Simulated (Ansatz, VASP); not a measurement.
**CaO in VASP and in Ansatz**

INCAR

```
  PREC = Accurate
  ENCUT = 520
  EDIFF = 1E-6
  ISMEAR = -5
  SIGMA = 0.1
  LREAL = False
  LASPH = True
  NELM = 80
  ALGO = Normal
  ISIF = 2
  LWAVE = False
  LCHARG = False
  GGA = PE
  NBANDS = 15
```

The input KPOINTS:

```
regular mesh
0
Gamma
  7 7 7
```

POSCAR

```
CaO
1.0
    0.0000000000      2.5045000000      2.5045000000
    2.5045000000      0.0000000000      2.5045000000
    2.5045000000      2.5045000000      0.0000000000
Ca O
1 1
Direct
    0.0000000000      0.0000000000      0.0000000000
    0.5000000000      0.5000000000      0.5000000000
```

Input for Ansatz:

```yaml
crystal:
  lattice:
    - [0.0, 2.5045, 2.5045]
    - [2.5045, 0.0, 2.5045]
    - [2.5045, 2.5045, 0.0]
  atoms:
    - { symbol: Ca, position: [0.0, 0.0, 0.0] }
    - { symbol: O, position: [0.5, 0.5, 0.5] }
hamiltonian:
  xc: pbe
  pseudopotentials: { kind: paw }
basis:
  ecutwfc: 420
kpoints:
  mp_grid: { grid: [7, 7, 7] }
scf:
  occupations: { method: tetrahedron }
  lower_state_search: "off"
  max_iter: 50
output:
  forces: true
  stress: true
```

Alike in both runs: task single point; functional PBE; k mesh 7 × 7 × 7; occupations tetrahedron; no spin polarisation.

|  | VASP | Ansatz |
| --- | --- | --- |
| version | VASP 6.6.1 | Ansatz 0.2.0 |
| potentials or method | VASP PAW PBE potentials, release 64 (Ca_sv, O) | PAW, plane waves, scalar-relativistic |
| plane-wave cutoff (eV) | 520 | 420 |
| valence electrons in the cell | 16 | 16 |

```tsv
	VASP	Ansatz	Ansatz less VASP
gap on the k mesh at the Fermi level (eV)	3.72	3.73	+0.014
pressure (GPa)	-8.7	-9.0	-0.33
```

Ansatz warned: «band_table_not_solved_further».

Caveats: an odd mesh through Γ misses points on the zone boundary, where band edges often lie. As with any semilocal functional, this PBE gap is likely too small.
